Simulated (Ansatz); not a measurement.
The system is TaSi2.

```
CELL_PARAMETERS angstrom
4.78000 0.00000 0.00000
-2.39000 4.13960 0.00000
0.00000 0.00000 6.56400
ATOMIC_POSITIONS crystal
Ta 0.00000 0.50000 0.16667
Ta 0.50000 0.50000 0.83333
Ta 0.50000 0.00000 0.50000
Si 0.33330 0.16665 0.16667
Si 0.16665 0.83335 0.83333
Si 0.83335 0.66670 0.50000
Si 0.66670 0.83335 0.16667
Si 0.83335 0.16665 0.83333
Si 0.16665 0.33330 0.50000
```

Base run:

```yaml
Program: Ansatz 0.2.0
Functional: PBEsol
Potentials_or_basis: Ansatz PAW
Cutoff: 420 eV
Density_cutoff: 1680 eV
k_mesh: 7 × 7 × 4
Occupations: fermi-dirac, width 0.05 eV
Spin: no spin polarisation
Hubbard_terms: Ta d U = 6 eV
```

Its results: band gap on the k mesh none (metal or under the smearing width); pressure 0.7 GPa; largest force 0.827 eV/Å.

The run is repeated on the same cell with these changes: hubbard terms from Ta d U = 6 eV to Ta d U = 1 eV. What comes out?

Band gap on the k mesh none (metal or under the smearing width); pressure -1.0 GPa; largest force 0.756 eV/Å.

Caveats: the cell's inner coordinates are idealised or old, which leaves forces on the atoms; U without spin polarisation on a metal has little footing; the PAW data sets come from PBE, with cores solved anew for the run's functional, which leaves a small shift of forces and pressure; the U is typed as a test and isn't derived for this compound; the density of states is complete only up to the lowest level of the last band computed.

Not every run made on this cell is shown here.
